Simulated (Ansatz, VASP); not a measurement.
One calculation of AlN, two programs

```xyz
2
Lattice="0.0000 2.0040 2.0650 2.0040 0.0000 2.0650 2.0040 2.0040 0.0000" Properties=species:S:1:pos:R:3 pbc="T T T"
Al    2.0040    2.0040    2.0650
N     0.0000    0.0000    0.0000
```

Change from the starting cell: strain -0.015 along x and y, +0.015 along z, atoms carried along.

Alike in both runs: task single point; functional PBE; k mesh 10 × 10 × 10; occupations gaussian, width 0.05 eV; no spin polarisation.

|  | VASP | Ansatz |
| --- | --- | --- |
| version | VASP 6.6.1 | Ansatz 0.2.0 |
| potentials or method | VASP PAW PBE potentials, release 64 (Al, N) | scalar-relativistic, plane waves, PAW |
| plane-wave cutoff (eV) | 520 | 420 |
| valence electrons in the cell | 8 | 8 |

Ansatz gave:

```
gap on the k mesh at the Fermi level (eV)       : 4.38
least direct gap on the mesh (eV)               : 5.46
pressure (GPa)                                  : 4.7
largest component of the traceless stress (GPa) : 5.42
```

Q: Which values does VASP return?

A: gap on the k mesh at the Fermi level (eV): 4.35; least direct gap on the mesh (eV): 5.47; pressure (GPa): 4.4; largest component of the traceless stress (GPa): 5.40.

A k mesh can miss the band edges.
